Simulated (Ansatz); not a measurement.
Density of states of NaCl (Pm-3m, a = 3.505 Å, b = 3.505 Å, c = 3.505 Å, α = 90.00°, β = 90.00°, γ = 90.00°), in states per eV and primitive cell, averaged over bins of 0.5 eV. Theory: DFT PBE, scalar-relativistic, plane waves, PAW (Ansatz 0.2.0).

Plane waves to 420 eV, a k mesh through Γ of 6×6×6 on the computed 2-atom cell and Gaussian smearing (0.02 eV); no spin polarisation.

The cell is relaxed at this level. The states (both spins) are summed by tetrahedra on a 9×9×9 mesh at the self-consistent density. Energies are bin centres; the table starts no lower than −8 eV and ends at 6 eV, or lower where the solved bands end.

The gap is 3.97 eV at this level, with the zero inside it.

```
E − E_F (eV) total Cl 3p Na 3s Cl 3s
       -4.60   0.99   0.85   0.12   0.00
       -4.10   2.90   2.70   0.16   0.02
       -3.60   2.15   2.06   0.06   0.01
       -3.10   1.97   1.92   0.03   0.01
       -2.60   2.76   2.73   0.01   0.00
       -2.10   1.22   1.22   0.00   0.00
       -1.60   0.00   0.00   0.00   0.00
       -1.10   0.00   0.00   0.00   0.00
       -0.60   0.00   0.00   0.00   0.00
       -0.10   0.00   0.00   0.00   0.00
        0.40   0.00   0.00   0.00   0.00
        0.90   0.00   0.00   0.00   0.00
        1.40   0.00   0.00   0.00   0.00
        1.90   0.00   0.00   0.00   0.00
        2.40   0.04   0.00   0.03   0.01
        2.90   0.10   0.01   0.07   0.02
        3.40   0.16   0.02   0.11   0.02
        3.90   0.49   0.04   0.37   0.03
        4.40   1.12   0.09   0.81   0.04
        4.90   1.87   0.16   1.29   0.04
        5.40   0.35   0.02   0.13   0.00
```

The columns after the total are the Löwdin projections on the occupied valence shells of the potentials. The rest of the total lies in shells that are empty in the free atom, which aren't projected, and between the atoms.

This CsCl-type form isn't the usual stable structure of the compound.

Cost: 1 run of about 0.11 core-minutes, on Arm Neoverse V2 (shared hosts).